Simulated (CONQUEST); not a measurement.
# CdSe (Cadmoselite) (P6_3mc) in CONQUEST: a series of runs, part 2 of 2

CONQUEST 1.3. The steps go on from the part before.

## Step 3: Single point, PBE (atoms moved at random, drawn with an rms of 0.05 Å)

Conquest_input

```
IO.Title CdSe
IO.Coordinates coords.dat
IO.FractionalAtomicCoords T
IO.Iprint 2
IO.Iprint_init 1
General.NumberOfSpecies 2
General.PseudopotentialType hamann
AtomMove.TypeOfRun static
AtomMove.FullStress T
Grid.GridCutoff 120
DM.SolutionMethod diagon
Diag.MPMesh T
Diag.GammaCentred T
Diag.MPMeshX 6
Diag.MPMeshY 4
Diag.MPMeshZ 4
Diag.kT 0.00183747
minE.SCTolerance 1e-6
Basis.MultisiteSF T
Multisite.LFD T
Multisite.Smear T
SC.MaxIters 100
IO.AtomChargeOutput T
%block ChemicalSpeciesLabel
1 112.410 Cd
2 78.960 Se
%endblock
%block Cd
Atom.NumberOfSupports 10
Atom.MultisiteRange 12
Atom.LFDRange 12
%endblock
%block Se
Atom.NumberOfSupports 9
Atom.MultisiteRange 12
Atom.LFDRange 12
%endblock
```

coords.dat

```
    8.1258223359     0.0000000000     0.0000000000
    0.0000000000    13.2658773949     0.0000000000
    0.0000000000     0.0000000000    14.0743371399
8
  0.4977760000   0.5001450000   0.8336380000 1 T T T
  0.9977760000   0.5001450000   0.3336380000 1 T T T
  0.0103830000   0.0004670000   0.6695420000 1 T T T
  0.5103830000   0.0004670000   0.1695420000 1 T T T
  0.4903885000   0.8799150000   0.8370665000 2 T T T
  0.9903885000   0.8799150000   0.3370665000 2 T T T
  0.4986610000   0.3841000000   0.1636380000 2 T T T
  0.9986610000   0.3841000000   0.6636380000 2 T T T
```

Potentials or basis: PseudoDojo NC PBE, DZP, multi-site functions of range 12 bohr, grid cutoff 120 Ha.

The run is started by

```console
Conquest
```

The program printed:

```text
Simulation cell dimensions:     8.1258 a0 x    13.2659 a0 x    14.0743 a0

      Atomic coordinates (a0)
         Atom         X         Y         Z  Species
            1    4.0448    6.6349   11.7329        1
            2    8.1078    6.6349    4.6957        1
            3    0.0844    0.0062    9.4234        1
            4    4.1473    0.0062    2.3862        1
            5    3.9848   11.6728   11.7812        2
            6    8.0477   11.6728    4.7440        2
            7    4.0520    5.0954    2.3031        2
            8    8.1149    5.0954    9.3403        2

         Monkhorst-Pack mesh:   6 x   4 x   4 gamma-centred
        This calculation includes non-local pseudopotentials,
         with a maximum core radius of      6.68472097

    Job title: CdSe
    Job to be run: static calculation

    Ground state search:
      Support functions represented with PAO basis
      Multi-site SFs used with local filter diagonalisation
      Non-spin-polarised electrons
      Solving for the K matrix using diagonalisation
      Using Fermi-Dirac smearing

    Integration grid size:     48 x   72 x   72

    Integration grid spacing:  0.169 a0 x 0.184 a0 x 0.195 a0

    Number of species:  2
    --------------------------------------------------------
    |   #  mass (au)  Charge (e)  SF Rad (a0)  NSF  Label  |
    --------------------------------------------------------
    |   1    112.410      20.000       18.685   10  Cd     |
    |   2     78.960      16.000       18.366    9  Se     |
    --------------------------------------------------------

          PAOs are contracted to multi-site support functions
          SCF tolerance:                 0.00000100
          SCF iterations:               100

    The functional used will be GGA PBE96

           radial cut-off to be used is taken to be max PAO cut-off radius for this species:    6.684721

           greatest ang. mom. for making density from PAOs:  2

           radial cut-off to be used is taken to be max PAO cut-off radius for this species:    6.366323

           greatest ang. mom. for making density from PAOs:  2
    Minimum blocs/proc is     3888. Maximum blocs/proc is     3888
    set_atom_dens: In set_atomic_density, electrons :     144.000000000000
 matrix_size & matrix_size_padH =           76          76
    Init_SFcoeff: Time for making initial multi-site SF coeffficients:        3182.73071100 ms

    Screened ion int: energy:    -950.550662659727 Ha

    new_SC_potl: Starting.  Tolerance:  0.10000E-05

    PulayMixSC: Starting Pulay mixing, A_up =  0.500 A_dn =  0.500
    PulayMixSC: Spin non-polarised calculation.
    Init_SFcoeff: Time for making initial multi-site SF coeffficients:        3847.22474900 ms
          Harris-Foulkes Energy            :     -1186.417549059353860 Ha
          (TS=0 as O(N) or entropic contribution is negligible)
          DFT Total Energy                 :     -1186.292532375108749 Ha
          Total number of electrons        :       144.000000000004405
    PulayMixSC: Pulay iteration     1 residual:              0.90350E-03
    Init_SFcoeff: Time for making initial multi-site SF coeffficients:        3900.10001700 ms
          Harris-Foulkes Energy            :     -1186.366128943272997 Ha
          GroundState Energy (E-(1/2)TS)   :     -1186.366129168728094 Ha
          Free Energy (E-TS)               :     -1186.366129394182963 Ha
          DFT Total Energy                 :     -1186.362076307710140 Ha
          Total number of electrons        :       144.000058290922482
    PulayMixSC: Pulay iteration     2 residual:              0.36224E-03
    Init_SFcoeff: Time for making initial multi-site SF coeffficients:        3355.39341000 ms
          Harris-Foulkes Energy            :     -1186.363478969669814 Ha
          GroundState Energy (E-(1/2)TS)   :     -1186.363479095338789 Ha
          Free Energy (E-TS)               :     -1186.363479221007992 Ha
          DFT Total Energy                 :     -1186.363139706073980 Ha
          Total number of electrons        :       144.000088113114259
    PulayMixSC: Pulay iteration     3 residual:              0.16571E-03
[... 13 lines left out ...]
    PulayMixSC: Pulay iteration     5 residual:              0.65533E-05
    Init_SFcoeff: Time for making initial multi-site SF coeffficients:        4004.43413700 ms
          Harris-Foulkes Energy            :     -1186.363243950251672 Ha
          GroundState Energy (E-(1/2)TS)   :     -1186.363244090461421 Ha
          Free Energy (E-TS)               :     -1186.363244230671398 Ha
          DFT Total Energy                 :     -1186.363243720677247 Ha
          Total number of electrons        :       144.000121802190279
    PulayMixSC: Pulay iteration     6 residual:              0.11614E-05
    Init_SFcoeff: Time for making initial multi-site SF coeffficients:        3141.68405400 ms
          Harris-Foulkes Energy            :     -1186.363242436465043 Ha
          GroundState Energy (E-(1/2)TS)   :     -1186.363242576408766 Ha
          Free Energy (E-TS)               :     -1186.363242716352715 Ha
          DFT Total Energy                 :     -1186.363242435046686 Ha
          Total number of electrons        :       144.000121754160148
    PulayMixSC: Pulay iteration     7 residual:              0.92312E-07
    PulayMixSC: Reached SCF tolerance of  0.92312E-07 after      7 iterations
      | Number of electrons      =       144.000122
      |* band energy as 2Tr[K.H] =      -197.122784347064652 Ha
      |  screened ion-ion energy =      -950.550662659727095 Ha
      |  Ha correction           =         2.682041133720886 Ha
      |  XC correction           =       -41.371839586031292 Ha
      | GS Energy as E-(1/2)TS   =     -1186.363242576408766 Ha
      | Free Energy as E-TS      =     -1186.363242716352715 Ha
      |* Harris-Foulkes energy   =     -1186.363242436465043 Ha
      |* DFT total energy        =     -1186.363242435046686 Ha
      |  estimated accuracy      =        -0.000000001418357 Ha

    force: Forces on atoms (Ha/a0)
    force:  Atom   X              Y              Z
    force:     1   0.0002210356   0.0037675969  -0.0032359904
    force:     2   0.0002210356   0.0037675969  -0.0032359904
    force:     3  -0.0100167605   0.0053877155  -0.0005175470
    force:     4  -0.0100167605   0.0053877155  -0.0005175470
    force:     5   0.0104109067  -0.0021895131  -0.0004144292
    force:     6   0.0104109067  -0.0021895131  -0.0004144292
    force:     7  -0.0005535495  -0.0071057606   0.0041240494
    force:     8  -0.0005535495  -0.0071057606   0.0041240494

    force: Maximum force :        0.01041091(Ha/a0) on atom         5 in x direction
    force: Force Residual:        0.00915840 Ha/a0
    force: Total stress:         -4.37308003     0.52344113    -0.90697655 GPa
                             0.52589896    -2.98276211     0.21027706
                            -0.90705117     0.20930013    -5.10786163
    force: Average pressure:      4.15456792 GPa

    force: Finished force
    get_E_and_F: Change in energy during last step of electronic optimisation:  0.15138E-05

    BIBLIOGRAPHY: Please consider citing the following references in the conquest.bib file

    CONQUEST:         Bowler2002pt, Miyazaki2004, Nakata2020
    Basis:            Bowler2019, Nakata2014, Nakata2015
    DM:               Bowler:2006xr
    Pseudopotentials: Hamann2013, Bowler2019
    XC functional:    Perdew1996
```

It took 7.1 min on 1 thread of Intel Xeon Platinum 8259CL at 2.50GHz (Skylake/Cascade Lake), shared host; peak memory 1.4 GiB.

Results:

```yaml
Free_energy: -32282.5884 eV
Pressure: 4.2 GPa
Largest_force: 0.585 eV/Å
Band_gap_on_the_k_mesh: 0.82 eV
Mulliken_charges: Cd +1.14, +1.13; Se -1.14 e
```

Forces in eV/Å, atoms in the order of the input:
```
Cd   0.011  0.194 -0.166
Cd   0.011  0.194 -0.166
Cd  -0.515  0.277 -0.027
Cd  -0.515  0.277 -0.027
Se   0.535 -0.113 -0.021
Se   0.535 -0.113 -0.021
Se  -0.028 -0.365  0.212
Se  -0.028 -0.365  0.212
```

Stress tensor (GPa, compression positive):
```
 4.37 -0.52  0.91
-0.53  2.98 -0.21
 0.91 -0.21  5.11
```

Caveat: Mulliken charges move with the basis; multi-site functions contract the basis, which raises the energy a little and makes forces and stress less exact; the box holds several primitive cells, so bands are folded and the points are those of the box's own zone; the basis of atomic orbitals isn't converged, which shifts pressures, moduli and gaps.

## Step 4: Single point, PBE (atoms moved at random, drawn with an rms of 0.05 Å)

Conquest_input, as its differences from that of step 3:

```diff
@@ -18,5 +18,2 @@
 minE.SCTolerance 1e-6
-Basis.MultisiteSF T
-Multisite.LFD T
-Multisite.Smear T
 SC.MaxIters 100
@@ -27,11 +24 @@
 %endblock
-%block Cd
-Atom.NumberOfSupports 10
-Atom.MultisiteRange 12
-Atom.LFDRange 12
-%endblock
-%block Se
-Atom.NumberOfSupports 9
-Atom.MultisiteRange 12
-Atom.LFDRange 12
-%endblock
```

coords.dat is that of step 3.

Potentials or basis: PseudoDojo NC PBE, SZ, grid cutoff 120 Ha.

The run is started by

```console
Conquest
```

It took 33 s on 1 thread of Intel Xeon Platinum 8375C at 2.90GHz (Ice Lake), shared host; peak memory 0.68 GiB.

The run converged. Its results:

```
Free energy            : -32272.0581 eV
Pressure               : 9.3 GPa
Largest force          : 0.711 eV/Å
Band gap on the k mesh : 0.20 eV
Mulliken charges       : Cd +0.94, +0.93; Se -0.93 e
```

Forces on the atoms (eV/Å):
```
Cd   0.032  0.210 -0.207
Cd   0.032  0.210 -0.207
Cd  -0.633  0.323 -0.028
Cd  -0.633  0.323 -0.028
Se   0.671 -0.126 -0.021
Se   0.671 -0.126 -0.021
Se  -0.051 -0.427  0.258
Se  -0.051 -0.427  0.258
```

Stress tensor (GPa, compression positive):
```
 9.83 -0.76  1.36
-0.76  7.35 -0.29
 1.36 -0.29 10.86
```

Caveat: the atomic basis is small; Mulliken charges move with the basis; the basis of atomic orbitals isn't converged, which shifts pressures, moduli and gaps. A k mesh can miss the band edges.

## Step 5: Single point, PBE (atoms moved at random, drawn with an rms of 0.05 Å)

Conquest_input, as its differences from that of step 4:

```diff
@@ -10,10 +10,7 @@
 Grid.GridCutoff 120
-DM.SolutionMethod diagon
-Diag.MPMesh T
-Diag.GammaCentred T
-Diag.MPMeshX 6
-Diag.MPMeshY 4
-Diag.MPMeshZ 4
-Diag.kT 0.00183747
-minE.SCTolerance 1e-6
+DM.SolutionMethod ordern
+DM.L_range 6
+DM.LVariations 60
+minE.LTolerance 1e-6
+minE.SCTolerance 1e-5
 SC.MaxIters 100
```

coords.dat is that of step 4.

Potentials or basis: PseudoDojo NC PBE, SZ, linear scaling with L range 6 bohr, grid cutoff 120 Ha.

The run is started by

```console
Conquest
```

It took 78 s on 1 thread of Intel Xeon Platinum 8375C at 2.90GHz (Ice Lake), shared host; peak memory 0.68 GiB.

These settings aren't checked as converged: the numbers below hold their error.

What came out:

* Free energy: -32259.3942 eV
* Pressure: 27.6 GPa
* Largest force: 0.716 eV/Å
* Mulliken charges: Cd +1.18, +1.17; Se -1.17, -1.18 e

Caveat: the atomic basis is small; Mulliken charges move with the basis; the density matrix is cut off at a finite range, which raises the energy and shifts forces and pressure; the basis of atomic orbitals isn't converged, which shifts pressures, moduli and gaps.

## Step 6: Single point, PBE (atoms moved at random, drawn with an rms of 0.05 Å)

Conquest_input, as its differences from that of step 5:

```diff
@@ -11,3 +11,3 @@
 DM.SolutionMethod ordern
-DM.L_range 6
+DM.L_range 8
 DM.LVariations 60
```

coords.dat is that of step 5.

Potentials or basis: PseudoDojo NC PBE, SZ, linear scaling with L range 8 bohr, grid cutoff 120 Ha.

The run is started by

```console
Conquest
```

Wall time 99 s (1 thread of Intel Xeon Platinum 8375C at 2.90GHz (Ice Lake), shared host); peak memory 0.68 GiB.

The run converged, but some of its settings lie outside the range that counts as converged, so its numbers aren't taken as properties of the crystal.

Results:

* Free energy: -32259.3942 eV
* Pressure: 27.6 GPa
* Largest force: 0.716 eV/Å
* Mulliken charges: Cd +1.18, +1.17; Se -1.17, -1.18 e

Caveat: the atomic basis is small; Mulliken charges move with the basis; the density matrix is cut off at a finite range, which raises the energy and shifts forces and pressure; the basis of atomic orbitals isn't converged, which shifts pressures, moduli and gaps.

## Step 7: Overview

```tsv
potentials or basis	gap on the mesh (eV)	pressure (GPa)	largest force (eV/Å)
PseudoDojo NC PBE, DZP, multi-site functions of range 10 bohr, grid cutoff 120 Ha	0.82	4.1	0.59
PseudoDojo NC PBE, DZP, multi-site functions of range 12 bohr, grid cutoff 120 Ha	0.82	4.2	0.59
PseudoDojo NC PBE, SZ, grid cutoff 120 Ha	0.20	9.3	0.71
```

Alike in all rows: task single point; level PBE; no spin polarisation; cell atoms moved at random, drawn with an rms of 0.05 Å; k mesh 6 × 4 × 4; smearing fermi-dirac 0.05 eV.

Caveats: the basis of atomic orbitals isn't converged, which shifts pressures, moduli and gaps; multi-site functions contract the basis, which raises the energy a little and makes forces and stress less exact (some runs); the box holds several primitive cells, so bands are folded and the points are those of the box's own zone (some runs); the atomic basis is small (some runs).

Absolute energies hang on the potentials; compare differences alone.
